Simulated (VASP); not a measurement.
# Sb (R-3m) in VASP: further runs, part 2 of 2

VASP 6.6.1. The steps go on from the part before.

### Step 4. Single point, PBEsol

INCAR

```
SYSTEM = Sb
  PREC = Accurate
  ENCUT = 520
  EDIFF = 1E-6
  ISMEAR = 0
  SIGMA = 0.5
  LREAL = .FALSE.
  LASPH = .TRUE.
  NELM = 80
  ALGO = Normal
  ISIF = 2
  LWAVE = .FALSE.
  LCHARG = .TRUE.
  GGA = PS
  LELF = .TRUE.
  LVHAR = .TRUE.
  NBANDS = 12
```

KPOINTS

```
Automatic mesh
0
G
  12 12 12
  0 0 0
```

POSCAR

```
Sb
1.0
    2.1629700000      1.2487900000      3.6801000000
   -2.1629700000      1.2487900000      3.6801000000
    0.0000000000     -2.4975800000      3.6801000000
Sb
2
Direct
    0.2362400000      0.2362400000      0.2362400000
    0.7637600000      0.7637600000      0.7637600000
```

Run with:

```
$ cat potpaw_PBE.64/Sb/POTCAR > POTCAR
$ mpirun -np 1 vasp_std > vasp.out
```

It took 38 s on 1 thread of Intel Xeon 6975P-C (Granite Rapids), shared host; peak memory 0.28 GiB.

It converged, with:

```yaml
Free_energy: -9.1434 eV
Pressure: 0.0 GPa
Largest_force: 0.099 eV/Å
Band_gap_on_the_k_mesh: none (metal or under the smearing width)
```

Forces on the atoms (eV/Å):
```
Sb   0.000  0.000  0.099
Sb   0.000  0.000 -0.099
```

Stress tensor (GPa, compression positive):
```
-0.04  0.00  0.00
 0.00 -0.04  0.00
 0.00  0.00  0.09
```

Levels at points of the mesh, in eV from the Fermi level:
| k point | band 2 | band 3 | band 4 | band 5 | band 6 | band 7 | band 8 | band 9 |
| --- | --- | --- | --- | --- | --- | --- | --- | --- |
| (0.00, 0.00, 0.00) | -4.60 | -1.84 | -1.70 | -1.70 | 2.46 | 2.94 | 2.94 | 5.04 |
| (0.50, 0.00, 0.00) | -9.60 | -1.63 | -1.45 | -0.20 | -0.08 | 0.32 | 0.39 | 7.94 |
| (0.50, 0.50, 0.00) | -7.77 | -5.47 | -3.65 | -3.61 | 1.69 | 5.18 | 5.57 | 7.23 |
| (0.50, 0.50, 0.50) | -9.04 | -1.13 | -1.13 | -0.37 | 0.06 | 0.06 | 1.03 | 7.39 |

Caveat: the PAW data sets were made with another functional, which shifts forces and pressure a little.

### Step 5. Single point, PBEsol

INCAR, as its differences from that of step 4:

```diff
@@ -2,6 +2,6 @@
   PREC = Accurate
-  ENCUT = 520
+  ENCUT = 900
   EDIFF = 1E-6
   ISMEAR = 0
-  SIGMA = 0.5
+  SIGMA = 0.1
   LREAL = .FALSE.
```

KPOINTS is that of step 4.

POSCAR is that of step 4.

Potentials or basis: VASP PAW PBE potentials, release 64 (Sb).

Run with:

```
$ cat potpaw_PBE.64/Sb/POTCAR > POTCAR
$ mpirun -np 1 vasp_std > vasp.out
```

OUTCAR:

```text
SYSTEM = Sb
   PREC = Accurate
   ENCUT = 900
   EDIFF = 1E-6
   ISMEAR = 0
   LREAL = .FALSE.
   LASPH = .TRUE.
   NELM = 80
   ISIF = 2
   GGA = PS

 ion  position               nearest neighbor table
   1  0.236  0.236  0.236-   2 2.93   2 2.93   2 2.93   2 3.29   2 3.29   2 3.29
   2  0.764  0.764  0.764-   1 2.93   1 2.93   1 2.93   1 3.29   1 3.29   1 3.29

  LATTYP: Found a trigonal (rhomboedric) cell.
 ALAT       =     4.4475894252
 COS(alpha) =     0.5269777064

  Lattice vectors:

 A1 = (   2.1629700000,   1.2487900000,   3.6801000000)
 A2 = (  -2.1629700000,   1.2487900000,   3.6801000000)
 A3 = (   0.0000000000,  -2.4975800000,   3.6801000000)

Analysis of symmetry for initial positions (statically):
=====================================================================
 Subroutine PRICEL returns:
 Original cell was already a primitive cell.

 Routine SETGRP: Setting up the symmetry group for a
 trigonal (rhombohedral) supercell.

 Subroutine GETGRP returns: Found 12 space group operations
 (whereof 12 operations were pure point group operations)
 out of a pool of 12 trial point group operations.

The static configuration has the point symmetry D_3d.

Analysis of symmetry for dynamics (positions and initial velocities):
=====================================================================
 Subroutine PRICEL returns:
 Original cell was already a primitive cell.

 Routine SETGRP: Setting up the symmetry group for a
 trigonal (rhombohedral) supercell.

 Subroutine GETGRP returns: Found 12 space group operations
 (whereof 12 operations were pure point group operations)
 out of a pool of 12 trial point group operations.

The dynamic configuration has the point symmetry D_3d.

 Subroutine INISYM returns: Found 12 space group operations
 (whereof 12 operations are pure point group operations),
 and found     1 'primitive' translations

----------------------------------------------------------------------------------------

                                     Primitive cell

  volume of cell :      59.6418

  direct lattice vectors                    reciprocal lattice vectors
     2.162970000  1.248790000  3.680100000     0.231163631  0.133462525  0.090577249
    -2.162970000  1.248790000  3.680100000    -0.231163631  0.133462525  0.090577249
     0.000000000 -2.497580000  3.680100000     0.000000000 -0.266925050  0.090577249

  length of vectors
     4.447589425  4.447589425  4.447588320     0.281874277  0.281874277  0.281874476

  position of ions in fractional coordinates (direct lattice)
     0.236240000  0.236240000  0.236240000
     0.763760000  0.763760000  0.763760000

  ion indices of the primitive-cell ions
   primitive index   ion index
                 1           1
                 2           2

----------------------------------------------------------------------------------------

 KPOINTS: Automatic mesh

Automatic generation of k-mesh.
 Grid dimensions read from file:
 generate k-points for:   12   12   12

 Generating k-lattice:

[... 41 lines left out ...]
 -0.416667  0.166667 -0.000000     12.000000
 [... further k-points ...]
   k-points           NKPTS =    189   k-points in BZ     NKDIM =    189   number of bands    NBANDS=     12
   number of dos      NEDOS =    301   number of ions     NIONS =      2
   total plane-waves  NPLWV = 110592
   dimension x,y,z NGX =    48 NGY =   48 NGZ =   48
   dimension x,y,z NGXF=    96 NGYF=   96 NGZF=   96
   ions per type =               2
   NGX,Y,Z   is equivalent  to a cutoff of  17.94, 17.94, 17.94 a.u.
   NGXF,Y,Z  is equivalent  to a cutoff of  35.88, 35.88, 35.88 a.u.
 SYSTEM =  Sb
   PREC   = accura    normal or accurate (medium, high low for compatibility)
   ISTART =      0    job   : 0-new  1-cont  2-samecut
   ICHARG =      2    charge: 1-file 2-atom 10-const
   ISPIN  =      1    spin polarized calculation?
   LNONCOLLINEAR =      F non collinear calculations
   LSORBIT =      F    spin-orbit coupling
   LASPH  =      T    aspherical Exc in radial PAW
   ENCUT  =  900.0 eV  66.15 Ry    8.13 a.u.  10.88 10.88 10.88*2*pi/ulx,y,z
   NELM   =     80;   NELMIN=  2; NELMDL= -5     # of ELM steps
   EDIFF  = 0.1E-05   stopping-criterion for ELM
   LREAL  =      F    real-space projection
   EDIFFG = 0.1E-04   stopping-criterion for IOM
   NSW    =      0    number of steps for IOM
   IBRION =     -1    ionic relax: 0-MD 1-quasi-New 2-CG
   NFREE  =      0    steps in history (QN), initial steepest desc. (CG)
   ISIF   =      2    stress and relaxation
   ISYM   =      2    0-nonsym 1-usesym 2-fastsym
   POTIM  = 0.5000    time-step for ionic-motion
   TEBEG  =    0.0;   TEEND  =   0.0 temperature during run
   PSTRESS=    0.0 pullay stress
   NELECT =      10.0000    total number of electrons
   NUPDOWN=      -1.0000    fix difference up-down
   EMIN   =  10.00;   EMAX   =-10.00  energy-range for DOS
   EFERMI =   0.00;   METHOD = LEGACY
   ISMEAR =     0;   SIGMA  =   0.10  broadening in eV -4-tet -1-fermi 0-gaus
   EFERMI_NEDOS =   21; number of points for ismear=-14 and -15
   IALGO  =     38    algorithm
   IMIX   =      4    mixing-type and parameters
     AMIX     =   0.40;   BMIX     =  1.00
     AMIX_MAG =   1.60;   BMIX_MAG =  1.00
  volume/ion in A,a.u.               =      29.82       201.24
  Fermi-wavevector in a.u.,A,eV,Ry     =   0.902730  1.705912 11.087681  0.814922
  Thomas-Fermi vector in A             =   2.025969
   LORBIT       =      0    0 simple, 1 ext, 2 COOP (PROOUT), +10 PAW based schemes
   GGA     = PS    functional components
   LHFCALC =     F    Hartree Fock is set to
   AEXX    =    0.0000 exact exchange contribution
   IVDW    =     0    specifies the selected vdW correction
   LEPSILON=     F    determine dielectric tensor
   LRPA    =     F    only Hartree local field effects (RPA)
 non-spin polarized calculation
 Gauss-broadening in eV      SIGMA  =   0.10
  energy-cutoff  :      900.00
  volume of cell :       59.64
 maximum number of plane-waves:      3681
 NGX is ok and might be reduce to    48
   NGX = 21   NGY = 21   NGZ = 21

 number of electron      10.0000000 magnetization

 Free energy of the ion-electron system (eV)
  ---------------------------------------------------
  ext. energy  EPLUGINS =         0.00000000
  ---------------------------------------------------
  free energy    TOTEN  =        -9.11810936 eV

  energy without entropy =       -9.11744664  energy(sigma->0) =       -9.11777800

 E-fermi :   7.1948     XC(G=0):  -9.7292

 val. band max:        7.1937015353   @ k =  -0.4167   0.5000   0.4167
 cond. band min:       7.3165654163   @ k =   0.3333   0.1667   0.1667
 fundamental gap:      0.1228638810
 Fermi energy:         7.1947590996

 k-point     1 :       0.0000    0.0000    0.0000
  band No.  band energies     occupation
      1      -5.4931      2.00000
      2       2.5382      2.00000
      3       5.2946      2.00000
      4       5.4380      2.00000
      5       5.4380      2.00000
      6       9.5952      0.00000
      7      10.0753      0.00000
      8      10.0753      0.00000
      9      12.1723      0.00000
     10      12.1723      0.00000
     11      12.3248      0.00000
     12      13.7509      0.00000
[... 331 lines left out ...]
 k-point    24 :      -0.4167    0.1667   -0.0000
  band No.  band energies     occupation
      1      -2.9331      2.00000
      2      -2.2598      2.00000
      3       3.5543      2.00000
      4       5.1109      2.00000
      5       5.5490      2.00000
      6       8.1811      0.00000
      7       8.5963      0.00000
      8      10.3869      0.00000
      9      13.8428      0.00000
     10      14.2411      0.00000
     11      14.8970      0.00000
     12      17.5404      0.00000

 [... further k-points ...]

------------------------ aborting loop because EDIFF is reached ----------------------------------------

  FORCE on cell =-STRESS in cart. coord.  units (eV):
  Direction    XX          YY          ZZ          XY          YZ          ZX
  --------------------------------------------------------------------------------------
  -------------------------------------------------------------------------------------
  Total        0.0059681      0.0059681      0.0039349      0.0000000      0.0000000     -0.0000000
  in kB        0.1603232      0.1603229      0.1057044      0.0000000      0.0000000     -0.0000000
  external PRESSURE =       0.1421168 kB  Pullay stress =       0.0000000 kB

 VOLUME and BASIS-vectors are now :
 -----------------------------------------------------------------------------
  energy-cutoff  :      900.00
  volume of cell :       59.64
      direct lattice vectors                 reciprocal lattice vectors
     2.162970000  1.248790000  3.680100000     0.231163631  0.133462525  0.090577249
    -2.162970000  1.248790000  3.680100000    -0.231163631  0.133462525  0.090577249
     0.000000000 -2.497580000  3.680100000     0.000000000 -0.266925050  0.090577249

 POSITION                                       TOTAL-FORCE (eV/Angst)
 -----------------------------------------------------------------------------------
      0.00000      0.00000      2.60816         0.000000     -0.000000     -0.001630
      0.00000      0.00000      8.43214         0.000000      0.000000      0.001630
 -----------------------------------------------------------------------------------
    total drift:                                0.000000      0.000000     -0.000000

  FREE ENERGIE OF THE ION-ELECTRON SYSTEM (eV)
  ---------------------------------------------------
  free  energy   TOTEN  =        -9.1181093638 eV

  energy  without entropy=       -9.1174466400  energy(sigma->0) =       -9.11777800
```

OSZICAR:

```text
N       E                     dE             d eps       ncg     rms          rms(c)
DAV:   1     0.464373952397E+02    0.46437E+02   -0.48128E+03  4536   0.101E+03
DAV:   2    -0.647142537188E+01   -0.52909E+02   -0.51211E+02  5964   0.132E+02
DAV:   3    -0.910578139672E+01   -0.26344E+01   -0.25906E+01  5628   0.313E+01
DAV:   4    -0.913167851401E+01   -0.25897E-01   -0.25882E-01  5244   0.350E+00
DAV:   5    -0.913196619583E+01   -0.28768E-03   -0.28768E-03  5540   0.428E-01    0.287E+00
DAV:   6    -0.912342437617E+01    0.85418E-02   -0.19024E-03  5272   0.259E-01    0.172E+00
DAV:   7    -0.911806764440E+01    0.53567E-02   -0.47092E-03  5268   0.390E-01    0.579E-02
DAV:   8    -0.911810301320E+01   -0.35369E-04   -0.10517E-04  5572   0.680E-02    0.165E-02
DAV:   9    -0.911810980845E+01   -0.67953E-05   -0.11584E-05  5464   0.203E-02    0.432E-03
DAV:  10    -0.911810936377E+01    0.44468E-06   -0.12610E-06  3668   0.616E-03
   1 F= -.91181094E+01 E0= -.91177780E+01  d E =-.662724E-03
```

stdout:

```text
POSCAR found type information on POSCAR Sb
 POSCAR found :  1 types and       2 ions
 scaLAPACK will be used
 -----------------------------------------------------------------------------
|                                                                             |
|                                                                             |
|     You enforced a specific xc type in the INCAR file but a different       |
|     I HOPE YOU KNOW WHAT YOU ARE DOING!                                     |
|                                                                             |
 -----------------------------------------------------------------------------

 LDA part: xc-table for (Slater+PW92), standard interpolation
 POSCAR, INCAR and KPOINTS ok, starting setup
 FFT: planning ... GRIDC
 FFT: planning ... GRID_SOFT
 FFT: planning ... GRID
 WAVECAR not read
 entering main loop
```

Wall time 98 s (1 thread of Intel Xeon 6975P-C (Granite Rapids), shared host); peak memory 0.49 GiB.

Results:

| Item | Value |
| --- | --- |
| Free energy | -9.1181 eV |
| Pressure | 0.0 GPa |
| Band gap on the k mesh | none (metal or under the smearing width) |

Caveat: the PAW data sets were made with another functional, which shifts forces and pressure a little. Spin-orbit coupling is left out, which matters for the levels of Sb.

### Step 6. Single point, r2SCAN

INCAR, as its differences from that of step 5:

```diff
@@ -2,3 +2,3 @@
   PREC = Accurate
-  ENCUT = 900
+  ENCUT = 520
   EDIFF = 1E-6
@@ -13,3 +13,4 @@
   LCHARG = .TRUE.
-  GGA = PS
+  METAGGA = R2SCAN
+  LMIXTAU = .TRUE.
   LELF = .TRUE.
```

KPOINTS is that of step 5.

POSCAR is that of step 5.

Potentials or basis: VASP PAW PBE potentials, release 64 (Sb).

Run with:

```
$ cat potpaw_PBE.64/Sb/POTCAR > POTCAR
$ mpirun -np 1 vasp_std > vasp.out
```

OUTCAR:

```text
SYSTEM = Sb
   PREC = Accurate
   ENCUT = 520
   EDIFF = 1E-6
   ISMEAR = 0
   LREAL = .FALSE.
   LASPH = .TRUE.
   NELM = 80
   ISIF = 2
   METAGGA = R2SCAN

 ion  position               nearest neighbor table
   1  0.236  0.236  0.236-   2 2.93   2 2.93   2 2.93   2 3.29   2 3.29   2 3.29
   2  0.764  0.764  0.764-   1 2.93   1 2.93   1 2.93   1 3.29   1 3.29   1 3.29

  LATTYP: Found a trigonal (rhomboedric) cell.
 ALAT       =     4.4475894252
 COS(alpha) =     0.5269777064

  Lattice vectors:

 A1 = (   2.1629700000,   1.2487900000,   3.6801000000)
 A2 = (  -2.1629700000,   1.2487900000,   3.6801000000)
 A3 = (   0.0000000000,  -2.4975800000,   3.6801000000)

Analysis of symmetry for initial positions (statically):
=====================================================================
 Subroutine PRICEL returns:
 Original cell was already a primitive cell.

 Routine SETGRP: Setting up the symmetry group for a
 trigonal (rhombohedral) supercell.

 Subroutine GETGRP returns: Found 12 space group operations
 (whereof 12 operations were pure point group operations)
 out of a pool of 12 trial point group operations.

[... 176 lines left out ...]
      4       5.3213      2.00000
      5       5.3213      2.00000
      6       9.8086      0.00000
      7      10.3065      0.00000
      8      10.3065      0.00000
      9      12.6290      0.00000
     10      12.6290      0.00000
     11      12.8275      0.00000
     12      14.5193      0.00000
[... 331 lines left out ...]
 k-point    24 :      -0.4167    0.1667   -0.0000
  band No.  band energies     occupation
      1      -3.2876      2.00000
      2      -2.5723      2.00000
      3       3.4489      2.00000
      4       5.0517      2.00000
      5       5.5818      2.00000
      6       8.3251      0.00000
      7       8.8978      0.00000
      8      10.6690      0.00000
      9      14.4163      0.00000
     10      14.8465      0.00000
     11      15.4781      0.00000
     12      18.2802      0.00000

 [... further k-points ...]

------------------------ aborting loop because EDIFF is reached ----------------------------------------

  FORCE on cell =-STRESS in cart. coord.  units (eV):
  Direction    XX          YY          ZZ          XY          YZ          ZX
  --------------------------------------------------------------------------------------
  -------------------------------------------------------------------------------------
  Total        0.5542423      0.5542411      0.6612868      0.0000000     -0.0000000     -0.0000000
  in kB       14.8887915     14.8887603     17.7643646      0.0000000     -0.0000000     -0.0000000
  external PRESSURE =      15.8473055 kB  Pullay stress =       0.0000000 kB

 VOLUME and BASIS-vectors are now :
 -----------------------------------------------------------------------------
  energy-cutoff  :      520.00
  volume of cell :       59.64
      direct lattice vectors                 reciprocal lattice vectors
     2.162970000  1.248790000  3.680100000     0.231163631  0.133462525  0.090577249
    -2.162970000  1.248790000  3.680100000    -0.231163631  0.133462525  0.090577249
     0.000000000 -2.497580000  3.680100000     0.000000000 -0.266925050  0.090577249

 POSITION                                       TOTAL-FORCE (eV/Angst)
 -----------------------------------------------------------------------------------
      0.00000      0.00000      2.60816         0.000000     -0.000000     -0.117258
      0.00000      0.00000      8.43214         0.000000      0.000000      0.117258
 -----------------------------------------------------------------------------------
    total drift:                               -0.000000      0.000000     -0.000000

  FREE ENERGIE OF THE ION-ELECTRON SYSTEM (eV)
  ---------------------------------------------------
  free  energy   TOTEN  =       -51.3719952767 eV

  energy  without entropy=      -51.3711341145  energy(sigma->0) =      -51.37156470
```

stdout:

```text
POSCAR found type information on POSCAR Sb
 POSCAR found :  1 types and       2 ions
 scaLAPACK will be used
 -----------------------------------------------------------------------------
|                                                                             |
|                                                                             |
|     You enforced a specific xc type in the INCAR file but a different       |
|     I HOPE YOU KNOW WHAT YOU ARE DOING!                                     |
|                                                                             |
 -----------------------------------------------------------------------------

 LDA part: xc-table for (None), standard interpolation
 POSCAR, INCAR and KPOINTS ok, starting setup
 FFT: planning ... GRIDC
 FFT: planning ... GRID_SOFT
 FFT: planning ... GRID
 WAVECAR not read
 entering main loop
```

Run time: 4 min. Hardware: 1 thread of Intel Xeon 6975P-C (Granite Rapids), shared host; peak memory 0.29 GiB.

What came out:

```yaml
Free_energy: -51.3720 eV
Pressure: 1.6 GPa
Largest_force: 0.117 eV/Å
Band_gap_on_the_k_mesh: none (metal or under the smearing width)
```

Forces on the atoms (eV/Å):
```
Sb   0.000  0.000 -0.117
Sb   0.000  0.000  0.117
```

Stress tensor (GPa, compression positive):
```
1.49 0.00 0.00
0.00 1.49 0.00
0.00 0.00 1.78
```

Levels at points of the mesh, in eV from the Fermi level:
```tsv
k point	band 1	band 2	band 3	band 4	band 5	band 6	band 7	band 8	band 9	band 10
(0.00, 0.00, 0.00)	-13.34	-4.67	-2.17	-2.03	-2.03	2.46	2.95	2.95	5.28	5.28
(0.50, 0.00, 0.00)	-10.79	-10.15	-1.93	-1.74	-0.39	0.00	0.26	0.40	8.46	8.98
(0.50, 0.50, 0.00)	-10.79	-8.17	-5.84	-4.03	-3.99	1.85	5.33	5.80	7.56	9.12
(0.50, 0.50, 0.50)	-11.49	-9.55	-1.40	-1.40	-0.28	-0.11	-0.11	1.11	7.88	9.21
```

Caveat: the PAW data sets were made with another functional, which shifts forces and pressure a little. Spin-orbit coupling is left out, which matters for the levels of Sb.

### Step 7. Summary

| level | k mesh | cutoff (eV) | smearing | gap on the mesh (eV) | pressure (GPa) | largest force (eV/Å) |
| --- | --- | --- | --- | --- | --- | --- |
| PBEsol | 12 × 12 × 12 | 700 | gaussian 0.1 eV | none | 0.0 | - |
| PBEsol | 18 × 18 × 18 | 520 | gaussian 0.1 eV | none | 0.0 | 0.02 |
| PBEsol | 12 × 12 × 12 | 520 | gaussian 0.5 eV | none | 0.0 | 0.10 |
| PBEsol | 12 × 12 × 12 | 900 | gaussian 0.1 eV | none | 0.0 | - |
| r2SCAN | 12 × 12 × 12 | 520 | gaussian 0.1 eV | none | 1.6 | 0.12 |

Alike in all rows: task single point; potentials or basis VASP PAW PBE potentials, release 64 (Sb); no spin polarisation; cell as given.

Every run on the cell as given and a fine mesh finds a metal. The pressure there spans 0.0 GPa (PBEsol) to 1.6 GPa (r2SCAN); a positive pressure means that this level wants a larger cell, a negative one a smaller.

Caveats: the PAW data sets were made with another functional, which shifts forces and pressure a little.

Absolute energies hang on the potentials; compare differences alone.
